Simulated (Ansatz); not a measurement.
```yaml
crystal:
  periodic: [false, false, false]
  atoms:
    - {symbol: C, position_ang: [-0.988950, 0.733272, -0.430296]}
    - {symbol: C, position_ang: [0.049790, -0.350349, -0.526733]}
    - {symbol: C, position_ang: [1.082804, -0.462421, 0.560852]}
    - {symbol: O, position_ang: [-0.442688, -1.512785, -0.899650]}
    - {symbol: H, position_ang: [-1.590612, 0.781291, -1.338946]}
    - {symbol: H, position_ang: [-1.665797, 0.568895, 0.421008]}
    - {symbol: H, position_ang: [-0.483895, 1.690927, -0.295069]}
    - {symbol: H, position_ang: [1.566333, 0.507720, 0.685339]}
    - {symbol: H, position_ang: [1.843398, -1.201052, 0.304205]}
    - {symbol: H, position_ang: [0.629608, -0.755499, 1.519279]}
basis:
  gaussian: {orbitals: STO-3G}
magnetization: {spin_polarized: true, initial_magnetization: 10}
hamiltonian: {xc: {name: HF}}
accuracy: high
output: {forces: true}
```

```sh
$ ansatz run in.yaml --threads 4 --pin off --events-out ev --progress --plain --max-ram 10444MiB
```

Shortened log:

```
Functional definition: HF
530 factors; integrals over basis functions are off by at most 3.7e-9 eV
mean field evaluation 1: about -5075.4170 eV, gradient 2.3e1 eV
mean field evaluation 2: about -5076.0591 eV, gradient 2.3e1 eV
mean field evaluation 4: about -5082.8878 eV, gradient 6.3e0 eV
mean field evaluation 8: about -5086.6275 eV, gradient 5.7e0 eV
mean field evaluation 16: about -5091.8242 eV, gradient 1.5e0 eV
mean field evaluation 32: about -5091.4725 eV, gradient 9.8e-1 eV
mean field evaluation 64: about -5088.0257 eV, gradient 6.5e0 eV
mean field evaluation 96: about -5087.1413 eV, gradient 3.3e0 eV
mean field evaluation 128: about -5085.3496 eV, gradient 6.6e0 eV
mean field evaluation 160: about -5084.6267 eV, gradient 8.1e0 eV
mean field evaluation 192: about -5088.1365 eV, gradient 1.6e-1 eV
mean field -5092.13843951 eV, -187.1326360765 hartree, gradient 2.9e-8 eV, S^2 30.012445; 3 other end points of the search recorded, 0 dependent functions left out
reference -5092.13843951 eV, -187.1326360765 hartree; 21, 11 occupied and 5, 15 virtual orbitals, 530 factors
Total energy: -5092.13843951 eV, -187.1326360765 hartree
Atom 0 at    -0.988950     0.733272    -0.430296 Å, force    20.894961     6.355594   -29.438383 eV/Å
Atom 1 at     0.049790    -0.350349    -0.526733 Å, force    -4.954299    40.074554    -6.397135 eV/Å
Atom 2 at     1.082804    -0.462421     0.560852 Å, force    38.025807     5.941701    -7.835002 eV/Å
Atom 3 at    -0.442688    -1.512785    -0.899650 Å, force   -16.657445   -39.309491   -13.657080 eV/Å
Atom 4 at    -1.590612     0.781291    -1.338946 Å, force    -1.740781     0.823561     0.257185 eV/Å
Atom 5 at    -1.665797     0.568895     0.421008 Å, force   -20.287515    -5.394887    25.920206 eV/Å
Atom 6 at    -0.483895     1.690927    -0.295069 Å, force    -0.784388     0.860571     0.760023 eV/Å
Atom 7 at     1.566333     0.507720     0.685339 Å, force    -1.026542     1.025701     0.119160 eV/Å
Atom 8 at     1.843398    -1.201052     0.304205 Å, force    -0.476310    -1.290694     1.413501 eV/Å
Atom 9 at     0.629608    -0.755499     1.519279 Å, force   -12.993488    -9.086610    28.857525 eV/Å
Dipole moment:     0.122942    -0.358457    -0.336779 e Å
```

Task: Something in this input is off. What?

Result: The spin is set far too high for this molecule. Self-consistency was reached. The result belongs to that input, not to the molecule as meant.
